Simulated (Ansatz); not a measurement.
## Thermal properties of LiCl from its phonons

The calculation used DFT PBE, scalar-relativistic, plane waves, PAW (Ansatz). Settings: 420 eV plane-wave cutoff, Γ-centred 6×6×4 mesh, fixed occupations. No spin polarisation. Phonons by linear response, acoustic sum rule imposed.

The cell, relaxed at this level:
```yaml
crystal:
  lattice:
    - [3.92841, 0.00000, 0.00000]
    - [-1.96421, 3.40211, 0.00000]
    - [0.00000, 0.00000, 6.28389]
  atoms:
    - { symbol: Li, position: [0.33333, 0.66667, 0.81555] }
    - { symbol: Li, position: [0.66667, 0.33333, 0.31555] }
    - { symbol: Cl, position: [0.66667, 0.33333, 0.93450] }
    - { symbol: Cl, position: [0.33333, 0.66667, 0.43450] }
```

It was reached by relaxing an invented guess, and it needn't be the stable form of this composition. The q mesh is coarse, so values between its points are rough.

Force constants from linear response on a 2×2×1 q mesh, interpolated to a fine mesh.

Question: Give the zero-point energy per atom.

Answer: 40.7 meV.

Question: How large are the vibrational entropy and heat capacity at 300 K?

Answer: S = 3.52 k_B and C_V = 2.69 k_B per atom, 90 % of the Dulong–Petit value.

Question: Tabulate them against temperature.

Answer:
```tsv
T (K)	F_vib (meV/atom)	S (k_B/atom)	C_V (k_B/atom)
100	37.1	1.12	1.51
200	21.3	2.48	2.38
300	-4.7	3.52	2.69
400	-38.6	4.31	2.82
500	-78.6	4.95	2.88
600	-123.5	5.47	2.92
700	-172.7	5.93	2.94
800	-225.5	6.32	2.95
900	-281.5	6.67	2.96
1000	-340.3	6.98	2.97
```
